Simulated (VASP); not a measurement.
An input for Ansatz (written as the equivalent of a VASP run, and not itself run):

Ansatz 0.2 input:
```yaml
crystal:
  lattice:
    - [0.0000000, 2.9996930, 2.9996930]
    - [2.9996930, 0.0000000, 2.9996930]
    - [2.9996930, 2.9996930, 0.0000000]
  atoms:
    - { symbol: Li, position: [0.0000000, 0.0000000, 0.0000000] }
    - { symbol: I, position: [0.5000000, 0.5000000, 0.5000000] }
kpoints:
  mp_grid: { grid: [5, 5, 5], shift: [0.5, 0.5, 0.5] }
hamiltonian:
  xc: hse06
  pseudopotentials: { kind: paw }
scf:
  occupations: { method: gaussian, width: 0.01 }
  max_iter: 100
output: { forces: true, stress: true, eigenvalues: true }
```

### Question
Translate this input to VASP (INCAR, KPOINTS, POSCAR, choice of POTCAR).

### Answer
Several could match; the one computed here: 
### KPOINTS
```
Automatic mesh
0
Gamma
5 5 5
0.5 0.5 0.5
```

### POSCAR
```
LiI
1.0
  0.0000000000   2.9996930000   2.9996930000
  2.9996930000   0.0000000000   2.9996930000
  2.9996930000   2.9996930000   0.0000000000
Li I
1 1
Direct
  0.0000000000   0.0000000000   0.0000000000
  0.5000000000   0.5000000000   0.5000000000
```

**INCAR**
```
SYSTEM=LiI
PREC=Accurate; ENCUT=280; LREAL=.False.
LASPH=.True.; ISYM=3
EDIFF=1E-6; NELM=100; ALGO=Normal
LMAXMIX=4
ISMEAR=0; SIGMA=0.01
GGA=PE; LHFCALC=.True.; AEXX=0.25
HFSCREEN=0.2; PRECFOCK=Fast
ISIF=2
LWAVE=.False.; LCHARG=.False.
```

POTCAR, in this order: Li_sv I (PBE.64 set). Program: vasp_std.

The two are equivalent in intent, not identical: each code has its own PAW files, so the cut-off isn't converted (ENCUT is set for VASP's; basis.ecutwfc is left out, and Ansatz then takes the one that its files recommend); Ansatz stops its SCF on the density residual and VASP on the energy change (EDIFF); Ansatz's hse06 screens at 0.11 per bohr (0.208 per Å), slightly more than HFSCREEN = 0.2.

The structure comes from a computed database's LiI entry; how it stands against other phases isn't given here. The cell was not relaxed at this level. The run is one of a series of settings (ENCUT = 280 against the base run), some of them coarse on purpose.
